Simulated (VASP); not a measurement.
ZrS2: relaxation of cell and atoms with PBE+D3(BJ)

ZrS2, a slab with vacuum:

```
S Zr
1.0
     3.64077    0.00000    0.00000
    -1.82039    3.15300    0.00000
     0.00000    0.00000   26.91554
S Zr
4 2
Cartesian
  1.8204 1.0510 9.1190
  0.0000 2.1020 12.0415
  1.8204 1.0510 14.8741
  0.0000 2.1020 17.7966
  -1.8204 3.1530 10.5818
  -1.8204 3.1530 16.3338
```

* Program: VASP 6.6.1
* Task: relaxation of cell and atoms
* Functional: PBE
* Dispersion: D3(BJ)
* Potentials or basis: VASP PAW PBE potentials, release 64 (S, Zr_sv)
* Cutoff: 600 eV
* k mesh: 9 × 9 × 1
* Occupations: gaussian, width 0.03 eV
* Spin: no spin polarisation
* Further INCAR settings: ALGO = Normal; EDIFF = 1e-07; IBRION = 2; EDIFFG = -0.005; NSW = 90; ISIF = 3

The relaxed volume is 51.48 Å³/atom, the relaxed cell is a = 3.640 Å, b = 3.640 Å, c = 26.916 Å, α = 90.00°, β = 90.00°, γ = 120.00° and the space group after relaxing (to 0.05 Å) is P-3m1 (No. 164). The energy gained by relaxing is 0.0 meV/atom. The ionic steps are 2 and the band gap on the k mesh is 1.03 eV, indirect (least direct gap 1.65 eV). The dispersion energy per atom is -0.301 eV.

Forces in eV/Å, atoms in the order of the input:
```
S    0.000  0.000  0.001
S    0.000  0.000  0.002
S    0.000  0.000 -0.002
S    0.000  0.000 -0.001
Zr   0.000  0.000  0.002
Zr   0.000  0.000 -0.002
```

Final structure:
```
S Zr
1.0
     3.64033    0.00000    0.00000
    -1.82017    3.15262    0.00000
     0.00000    0.00000   26.91554
S Zr
4 2
Direct
  0.66667 0.33333 0.33881
  0.33333 0.66667 0.44738
  0.66667 0.33333 0.55262
  0.33333 0.66667 0.66119
  0.00000 0.00000 0.39315
  0.00000 0.00000 0.60685
```

Levels at points of the mesh, in eV from the valence-band top:
```csv
k point,band 22,band 23,band 24,band 25,band 26,band 27
"(0.00, 0.00, 0.00)",-0.10,0.00,0.00,1.65,1.65,1.67
```

It took 94 s on 2 MPI ranks on Intel(R) Xeon(R) 6975P-C (Granite Rapids), with other jobs on the host, peak memory 0.53 GiB a rank.

PBE gaps usually lie below the measured ones, often by a third to a half.
